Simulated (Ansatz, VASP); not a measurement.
**One calculation of BAs, two programs**

```
CELL_PARAMETERS angstrom
0.00000 1.89086 1.89086
1.89086 0.00000 1.89086
1.89086 1.89086 0.00000
ATOMIC_POSITIONS crystal
B 0.00000 0.00000 0.00000
As 0.50000 0.50000 0.50000
```

Change from the starting cell: volume scaled by 0.55, LAPW.

Alike in both runs: task single point; functional PBE; k mesh 15 × 15 × 15; occupations fermi-dirac, width 0.08 eV; no spin polarisation.

|  | VASP | Ansatz |
| --- | --- | --- |
| version | VASP 6.6.1 | Ansatz 0.2.0 |
| potentials or method | VASP PAW PBE potentials, release 64 (B, As), cutoff 520 eV | all-electron LAPW, scalar-relativistic |

Ansatz gave:

```
pressure (GPa) : 259.8
```

Problem. Estimate VASP's values.

Solution. Pressure (GPa): 268.2.

Ansatz ran all-electron here, so the differences hold the error of VASP's frozen core and of both bases.

Caveats: the cell as given lies far from equilibrium; so large a pressure means that the cell lies far from this level's equilibrium, or that cutoff or potentials fall short (VASP).
